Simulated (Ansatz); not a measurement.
## Be2C, space group Fm-3m: a G0W0 quasiparticle calculation, step by step

With the Ansatz DFT code, driven from Python.

Run as a notebook:

**Cell 1**
```python
from dataclasses import dataclass

import ansatz as az
```

**Cell 2**
```python
@dataclass(frozen=True)
class Settings:
    occupations: str = "fixed"
```

**Cell 3**
```python
opts = Settings()
```

**Cell 4**
```python
lattice = az.Lattice.of(
    [0.0, 2.165, 2.165],
    [2.165, 0.0, 2.165],
    [2.165, 2.165, 0.0],
)
sites = [
    ("Be", [0.25, 0.25, 0.25]),
    ("Be", [0.75, 0.75, 0.75]),
    ("C", [0.0, 0.0, 0.0]),
]
xtal = az.Crystal(lattice=lattice)
for symbol, position in sites:
    xtal = xtal.atom(symbol, position)
```

**Cell 5**
```python
len(xtal.resolved().sites)
```
Output:
```text
3
```

**Cell 6**
```python
job = (
    xtal.calculation()
    .basis(16 * az.Ha)
    .functional(az.Functional.LDA)
    .kpoints(4)
    .occupations(opts.occupations)
    .gw(empty_bands=80, screening_cutoff=80, quasiparticle_bands=("v2", "c2"))
)
events = []
outcome = job.session().plan().execute(on_event=events.append, runs_dir="gw_run")
gw = next(e["data"] for e in events if e["event"] == "gw_qp")
top = gw["frontier_bands"]["highest_filled_band"]
print(" k band    E_KS   Sigma_x  Sigma_c     Vxc      Z    E_QP (eV)")
for qp in gw["qp"]:
    print(f"{qp['ik']:2d} {qp['band']:4d} {qp['eps_ks_ev']:7.3f} {qp['sigma_x_ev']:9.3f} {qp['sigma_c_at_ks_ev']:8.3f} {qp['vxc_ev']:8.3f} {qp['z']:6.3f} {qp['e_qp_ev']:8.3f}")
for key, label in (("eps_ks_ev", "Kohn-Sham"), ("e_qp_ev", "G0W0")):
    filled = max(qp[key] for qp in gw["qp"] if qp["band"] <= top)
    empty = min(qp[key] for qp in gw["qp"] if qp["band"] > top)
    print(f"{label} gap on the mesh: {empty - filled:.3f} eV")
print("static dielectric eigenvalues (RPA, this mesh):", [round(e, 3) for e in gw["screening"][0]["eps_tensor_eigenvalues"]])
```
Output:
```text
 k band    E_KS   Sigma_x  Sigma_c     Vxc      Z    E_QP (eV)
 0    3   9.389   -17.781    1.959  -15.735  0.800    9.320
 0    4   9.389   -17.781    1.959  -15.735  0.800    9.320
 0    5  13.385    -6.567   -4.440  -12.107  0.819   14.281
 0    6  13.385    -6.567   -4.440  -12.107  0.819   14.281
 1    3   8.208   -17.369    2.163  -15.004  0.799    8.046
 1    4   8.208   -17.369    2.163  -15.004  0.799    8.046
 1    5  14.747    -6.510   -4.734  -12.393  0.815   15.678
 1    6  14.747    -6.510   -4.734  -12.393  0.815   15.678
 2    3   7.542   -17.612    2.439  -14.883  0.795    7.311
 2    4   7.542   -17.612    2.439  -14.883  0.795    7.311
 2    5  14.287    -5.967   -4.708  -11.670  0.819   15.098
 2    6  14.287    -5.967   -4.708  -11.670  0.819   15.098
 3    3   6.253   -17.122    2.634  -14.078  0.793    5.929
 3    4   6.290   -18.429    2.802  -15.077  0.789    5.857
 3    5  13.471    -6.288   -4.780  -11.795  0.816   14.063
 3    6  14.234    -6.900   -4.702  -12.516  0.815   14.976
 4    3   5.005   -17.820    3.061  -14.103  0.786    4.492
 4    4   5.751   -17.345    2.846  -14.030  0.791    5.382
 4    5  13.094    -7.082   -4.526  -12.319  0.816   13.672
 4    6  17.454    -6.505   -5.444  -12.995  0.803   18.288
 5    3   4.630   -17.764    3.161  -13.911  0.787    4.089
 5    4   7.276   -17.339    2.411  -14.621  0.796    7.031
 5    5  14.509    -7.016   -4.777  -12.689  0.812   15.233
 5    6  17.131    -5.593   -5.360  -12.207  0.808   18.138
 6    3   4.632   -17.531    3.211  -13.747  0.787    4.183
 6    4   4.632   -17.531    3.211  -13.747  0.787    4.183
 6    5  10.544    -7.176   -4.098  -11.789  0.821   10.967
 6    6  15.159    -7.450   -4.946  -13.048  0.811   15.686
 7    3   3.512   -18.303    3.613  -13.839  0.778    2.855
 7    4   3.512   -18.303    3.613  -13.839  0.778    2.855
 7    5  15.052    -7.550   -4.722  -13.248  0.807   15.837
 7    6  17.474    -6.319   -5.809  -13.202  0.795   18.321
Kohn-Sham gap on the mesh: 1.155 eV
G0W0 gap on the mesh: 1.647 eV
static dielectric eigenvalues (RPA, this mesh): [8.555, 8.555, 8.555]
```

Notes:
- Total energies depend on the potentials; only differences at equal settings carry meaning. A total without «per atom» is that of the cell as typed.
- Energy and stress may still move on a finer k-point mesh.
- The starting cell is as deposited in a crystallographic database; the results hold for this polymorph, which needn't be the stable one.
- Mesh, empty bands and screening cutoff are small, so the quasiparticle gap isn't converged, and it is read on the mesh points alone. Spin-orbit coupling is left out, which matters for heavy elements.
- Hardware and time: 3.2 s on 1 thread of Arm Neoverse V1, on a shared host, peak memory 0.32 GiB.

(Lines on the test bed's own set-up are left out of the output.)
